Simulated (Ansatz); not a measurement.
# Mo: band structure with PBEsol

Crystal: Mo.

```xyz
1
Lattice="-1.5838 1.5838 1.5838 1.5838 -1.5838 1.5838 1.5838 1.5838 -1.5838" Properties=species:S:1:pos:R:3 pbc="T T T"
Mo    0.0000    0.0000    0.0000
```

```yaml
Program: Ansatz 0.2.0
Task: band structure
Functional: PBEsol
Potentials_or_basis: Ansatz PAW
Cutoff: "420 eV (not typed: the program's choice for these potentials)"
k_mesh: 12 × 12 × 12
Occupations: fermi-dirac, width 0.05 eV
Spin: no spin polarisation
Path: "[[\"G\", \"H\", \"N\", \"G\", \"P\", \"H\"], [\"P\", \"N\"]]"
Points_for_each_segment_of_the_path: 14
```

The pressure is -9.6 GPa and the band gap on the k mesh is none (metal or under the smearing width).

Levels at the corners of the path, in eV from the Fermi level:
```
point  band 5  band 6  band 7  band 8  band 9  band 10
    Γ   -7.16   -1.28   -1.28   -1.28    1.67     1.67
    H   -5.28   -5.28    3.97    3.97    3.97     8.93
    N   -5.19   -3.28    1.59    1.70    2.31     4.71
    Γ   -7.16   -1.28   -1.28   -1.28    1.67     1.67
    P   -2.54   -2.54   -2.54    2.43    2.43     9.37
    H   -5.28   -5.28    3.97    3.97    3.97     8.93
    P   -2.54   -2.54   -2.54    2.43    2.43     9.37
    N   -5.19   -3.28    1.59    1.70    2.31     4.71
```

Wall time 1.3 s on 2 threads of Intel(R) Xeon(R) Processor @ 2.70GHz, with other jobs on the host, peak memory 0.29 GiB.

Caveat: the PAW data sets come from PBE, with cores solved anew for the run's functional, which leaves a small shift of forces and pressure.
